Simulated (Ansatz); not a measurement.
This is a single-point calculation with Ansatz on a 4-atom cell of GaN started from a crystallographic database; the level of theory is PBE. The cell was relaxed with r2SCAN and then strained (isotropic +3.89 % on every length), with the atoms relaxed again with r2SCAN; k points keep the names of the unstrained zone.

```yaml
crystal:
  lattice:
    - [3.3069741201, 0.0, 0.0]
    - [-1.6534870601, 2.8639235976, 0.0]
    - [0.0, 0.0, 5.3852687547]
  atoms:
    - { symbol: Ga, position: [0.3333333333, 0.6666666667, -0.0010553069] }
    - { symbol: Ga, position: [0.6666666667, 0.3333333333, 0.4989446931] }
    - { symbol: "N", position: [0.3333333333, 0.6666666667, 0.3760553069] }
    - { symbol: "N", position: [0.6666666667, 0.3333333333, 0.8760553069] }
kpoints:
  mp_grid: { grid: [12, 12, 6] }
  band_path:
    path:
      - [0.0, 0.0, 0.0]
      - [0.5, 0.0, 0.0]
      - [0.3333333333, 0.3333333333, 0.0]
      - [0.0, 0.0, 0.5]
      - [0.5, 0.0, 0.5]
      - [0.3333333333, 0.3333333333, 0.5]
    npoints: 1
hamiltonian:
  xc: pbe
scf:
  occupations: { method: fermi_dirac, width: 0.02 }
  n_extra_bands: 5
output:
  forces: true
  stress: true
  eigenvalues: true
```

Some lines of the output have been replaced by numbered gaps.
```
Functional definition: PBE
Crystal: 4 atoms, lattice volume = 51.003 Å³
Basis set: ecut = 420 eV, 1001 PW (Γ)
Bands: 23, of which v1, the nominal top of the filled ones, is band 18 counted from 1 (17 counted from 0)
Symmetry: 12 space group operations
Space group: P63mc (ITA 186)
k-points: 76 of 864 (time reversal used)
Free energy (F): -8335.682126 eV
[1]
--- Per-component energies (eV) ---
  E_band       = -61.548725
  E_kinetic    = 485.936736
  E_local      = -4074.841448
  E_nonlocal   = 948.253461
  E_hartree    = 1859.760176
  E_xc         = -254.522178
  E_vxc        = -264.163276
  E_paw        = -4241.150447
  E_vpaw       = -876.254398
  E_ewald      = -3059.118319
--- Forces (eV/Å), atoms counted from 1 ---
  atom   1  Ga      0.00000      0.00000      0.00335
  atom   2  Ga      0.00000      0.00000      0.00335
  atom   3  N       0.00000      0.00000    -0.00337
  atom   4  N       0.00000      0.00000    -0.00337
--- Stress (GPa, compression-positive) ---
[2]
--- Band table (eV; the first three rows and the last of 76) ---
[3]
```

The rows of the band table are 0: (0, 0, 0) = Γ, 1: (0, 0, 1/6), 2: (0, 0, 1/3), 75: (1/3, 1/3, -1/2) = H.

Problem. Fill in the blanks. They hold the stress, the Fermi energy and the band table.

Solution.
```
[1]
Fermi energy:    8.713064 eV
[2]
      -11.688916       0.000000       0.000000
        0.000000     -11.688916       0.000000
        0.000000       0.000000     -11.553844
  P = ⅓ Tr σ = -11.6439 GPa (-116.439 kbar)
[3]
  k-point 0: bands = […, 1.7500, 7.2110, 7.2110, 8.0919, 8.1124, 8.1124, 9.2914, 11.6627, 16.6729, 17.3874, …]
  k-point 1: bands = […, 2.1494, 7.2078, 7.2682, 7.2682, 8.0487, 8.0487, 10.0697, 11.7165, 16.4899, 17.4260, …]
  k-point 2: bands = […, 3.1551, 5.8573, 7.4270, 7.4270, 7.8774, 7.8774, 11.0476, 11.8028, 16.1166, 16.5353, …]
  k-point 75: bands = […, 2.4196, 2.4196, 4.4677, 4.4677, 6.8408, 6.8408, 13.8306, 13.8306, 15.1542, 15.1542, …]
```
The trailing digits, and the zero of the energies, depend on the potentials and thresholds.

Command: `ansatz run input.yaml --threads 4 --pin off --max-ram 5529MiB --backend cpu --events-out ev --progress --plain --runs-dir out`. It took 3.4 s on 4 threads of Intel(R) Xeon(R) Platinum 8259CL CPU @ 2.50GHz (Skylake/Cascade Lake) (shared host), load about 0.5 per core; peak host memory 0.49 GiB.

No spin polarisation and no zero-point or thermal motion.
